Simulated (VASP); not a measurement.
# VASP inputs for TePb (distorted zincblende)

INCAR

```
NELM = 120
LREAL = .FALSE.
LCHARG = .TRUE.
GGA = CA
LWAVE = .FALSE.
ENCUT = 520
SIGMA = 0.02
NSW = 0
ISIF = 2
PREC = Accurate
NBANDS = 17
EDIFF = 1E-7
LASPH = .TRUE.
LELF = .TRUE.
IBRION = -1
ISMEAR = -1
```

KPOINTS

```
KPOINTS created by Atomic Simulation Environment
0
Gamma
6 6 6
0 0 0
```

POSCAR

```
Pb Te
 1.0000000000000000
    -0.0006000000000000    3.6032999999999999    3.5737000000000001
     3.6962999999999999   -0.1207000000000000    3.6939000000000002
     3.5790999999999999    3.6063000000000001   -0.0036000000000000
 Pb  Te
   1   1
Cartesian
  3.6491928099999997  3.6188238400000001  0.1880628100000000
  1.4548350600000000  1.6780248500000001  1.7057313000000001
```

VASP ran with the recommended LDA PAW datasets (20 valence electrons in the cell).

**Question.** Predict the results.

**Answer.** gap between bands v and c on the k mesh 0.49 eV; least direct gap on the k mesh 1.15 eV; pressure 1.5 GPa; largest force 2.47 eV/Å.
